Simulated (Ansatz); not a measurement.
## How far is this Al₅As from the hull?

These are results of DFT PBE, scalar-relativistic, plane waves, PAW (Ansatz), not measurements. All cells share a 420 eV cutoff and Γ-centred k meshes spaced at most about 0.3 Å⁻¹ (about 0.25 or finer for metals, 2π included). No spin polarisation.

The zero of energy is the elements' standard structures at the same level; no fitted shifts are applied.

All energies are static (0 K, no zero-point motion). The reference form of As is held partly by dispersion forces, which this level lacks.

The competitors are the elements and 1 reference phase of this chemical system (from databases or known types: AlAs), relaxed at the same level; other known phases may be missing.

The candidate was reached from: random cell.

```cif
data_structure
_symmetry_space_group_name_H-M 'P 1'
_symmetry_Int_Tables_number 1
_cell_length_a 7.7373
_cell_length_b 7.7373
_cell_length_c 2.6603
_cell_angle_alpha 90.000
_cell_angle_beta 90.000
_cell_angle_gamma 90.000
_cell_volume 159.26
loop_
_atom_site_label
_atom_site_type_symbol
_atom_site_fract_x
_atom_site_fract_y
_atom_site_fract_z
_atom_site_occupancy
Al1 Al 0.16957 0.50000 0.00000 1
Al2 Al 0.83043 0.50000 0.00000 1
Al3 Al 0.50000 0.16957 0.00000 1
Al4 Al 0.50000 0.83043 0.00000 1
Al5 Al 0.00000 0.00000 0.50000 1
As1 As 0.50000 0.50000 0.00000 1
```

**Question.** Is it stable, and against what?

**Answer.** Not stable. Its formation energy is 0.658 eV/atom. The lowest competing mixture at this composition is this:

```tsv
phase	space group	source	share of atoms	ΔE_f (eV/atom)
Al	-	element	0.6667	0.000
AlAs	F-43m (No. 216)	COD	0.3333	-0.487
```

The mixture lies at -0.162 eV/atom, and the candidate lies 0.82 eV/atom above it. The candidate matches no cell in the subsets of the Crystallography Open Database and the Materials Project at hand. The margin is far too high for a likely synthesis.
